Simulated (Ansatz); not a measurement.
Orbital-resolved density of states of Te

```
CELL_PARAMETERS angstrom
4.45800 0.00000 0.00000
-2.22900 3.86074 0.00000
0.00000 0.00000 5.92500
ATOMIC_POSITIONS crystal
Te 0.74500 0.00000 0.33333
Te 0.00000 0.74500 0.66667
Te 0.25500 0.25500 0.00000
```

Atom numbers follow the list: Te1, Te2, Te3.

The cell is COD entry 1531230, as deposited and not checked against the literature; nothing was relaxed.

Spin–orbit coupling is left out, though it moves levels of the heavy atoms by tenths of an eV or more.

All numbers below come from DFT, LDA, all-electron LAPW, scalar-relativistic in Ansatz 0.2.0.

Numerical set-up: a Γ-centred 9×9×6 k mesh, Fermi–Dirac smearing of 0.08 eV, basis error target 0.5 meV/atom, no spin polarisation.

States per eV for one atom of each kind, in 0.4 eV bins named by their centres, from the valence-band top, projected on a minimal set of Löwdin-orthogonalised atomic shells; orbitals are real harmonics on the Cartesian axes, equal curves share a column, and empty bins are left out, as is all above 5.8 eV, near the top of the computed bands.

Te1 5p:

```
# E all pz px py
-13.4 0.03 0.01 0.01 0.00
-13.0 0.07 0.02 0.04 0.01
-12.6 0.07 0.03 0.04 0.01
-12.2 0.05 0.03 0.01 0.01
-11.8 0.06 0.04 0.01 0.01
-11.4 0.05 0.04 0.00 0.01
-11.0 0.06 0.04 0.01 0.02
-10.6 0.02 0.01 0.00 0.00
-10.2 0.07 0.04 0.02 0.01
-9.8 0.08 0.02 0.05 0.01
-9.4 0.03 0.01 0.02 0.00
-9.0 0.01 0.00 0.01 0.00
-5.8 0.01 0.00 0.00 0.00
-5.4 0.33 0.12 0.08 0.13
-5.0 0.77 0.31 0.26 0.20
-4.6 1.04 0.49 0.34 0.21
-4.2 0.72 0.34 0.26 0.12
-3.8 0.54 0.19 0.26 0.09
-3.4 0.90 0.15 0.48 0.28
-3.0 0.61 0.09 0.29 0.22
-2.6 0.42 0.09 0.13 0.20
-2.2 0.61 0.15 0.13 0.33
-1.8 0.87 0.23 0.15 0.49
-1.4 1.00 0.24 0.17 0.59
-1.0 0.98 0.19 0.19 0.60
-0.6 0.53 0.09 0.12 0.32
-0.2 0.10 0.01 0.03 0.06
0.6 0.12 0.02 0.08 0.02
1.0 1.10 0.24 0.65 0.21
1.4 0.63 0.26 0.26 0.10
1.8 1.03 0.56 0.28 0.20
2.2 0.69 0.35 0.19 0.15
2.6 0.52 0.24 0.16 0.12
3.0 0.26 0.11 0.07 0.08
3.4 0.10 0.04 0.03 0.03
3.8 0.06 0.02 0.02 0.02
4.2 0.05 0.01 0.02 0.02
4.6 0.04 0.01 0.01 0.01
5.0 0.01 0.00 0.00 0.00
5.4 0.01 0.00 0.01 0.00
```

Te1 5s:

```
# E all
-13.8 0.05
-13.4 0.26
-13.0 0.57
-12.6 0.58
-12.2 0.30
-11.8 0.37
-11.4 0.33
-11.0 0.38
-10.6 0.09
-10.2 0.49
-9.8 0.55
-9.4 0.23
-9.0 0.12
-8.6 0.06
-5.4 0.01
-5.0 0.02
-4.6 0.03
-4.2 0.03
-3.8 0.03
-3.4 0.05
-3.0 0.04
-2.6 0.03
-2.2 0.03
-1.8 0.04
-1.4 0.05
-1.0 0.05
-0.6 0.03
-0.2 0.01
0.6 0.01
1.0 0.06
1.4 0.03
1.8 0.02
2.2 0.01
2.6 0.01
```
